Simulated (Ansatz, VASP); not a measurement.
GaSb: VASP beside Ansatz

INCAR

```
SYSTEM = GaSb
PREC = Accurate ; ENCUT = 520
EDIFF = 1E-7 ; ISMEAR = 0
SIGMA = 0.023 ; LREAL = .False.
LASPH = .True. ; NELM = 100
ALGO = Fast ; ISIF = 2
LWAVE = .False. ; LCHARG = .False.
GGA = PE
```

File KPOINTS:

```
regular mesh
0
Gamma
  8 8 8
  0 0 0
```

Contents of POSCAR:

```
GaSb
1.0
    0.0000000000      3.0590000000      3.0590000000
    3.0590000000      0.0000000000      3.0590000000
    3.0590000000      3.0590000000      0.0000000000
Sb Ga
1 1
Direct
    0.7500000000      0.7500000000      0.7500000000
    0.0000000000      0.0000000000      0.0000000000
```

File input.yaml:

```yaml
crystal:
  lattice:
    - [0.0, 3.059, 3.059]
    - [3.059, 0.0, 3.059]
    - [3.059, 3.059, 0.0]
  atoms:
    - { symbol: Sb, position: [0.75, 0.75, 0.75] }
    - { symbol: Ga, position: [0.0, 0.0, 0.0] }
hamiltonian:
  xc: pbe
  pseudopotentials: { kind: paw }
kpoints:
  mp_grid: { grid: [8, 8, 8] }
scf:
  occupations: { method: gaussian, width: 0.023 }
output:
  forces: true
  stress: true
  eigenvalues: true
  write_density: true
  write_potential: true
  elf: true
  volumetric_format: npy
```

Alike in both runs: task single point; functional PBE; k mesh 8 × 8 × 8; occupations gaussian, width 0.023 eV; no spin polarisation.

|  | VASP | Ansatz |
| --- | --- | --- |
| version | VASP 6.6.1 | Ansatz 0.2.0 |
| potentials or method | VASP PAW PBE potentials, release 64 (Sb, Ga_d) | Ansatz PAW |
| plane-wave cutoff (eV) | 520 | 420 |
| valence electrons in the cell | 18 | 28 |

VASP gave:

```
gap on the k mesh at the Fermi level (eV) : 0.04
least direct gap on the mesh (eV)         : 0.04
pressure (GPa)                            : 2.4
```

Estimate Ansatz's values.

gap on the k mesh at the Fermi level (eV): 0.03; least direct gap on the mesh (eV): 0.03; pressure (GPa): 2.3.

With one functional, cell and mesh, what is left measures potentials, basis and numerics. The two sets of potentials don't hold the same shells in valence.

Caveats: spin-orbit coupling is left out, which moves the levels of the heavy elements. Expect the measured gap to be larger: semilocal functionals such as PBE lack the derivative discontinuity. A k mesh can miss the band edges.
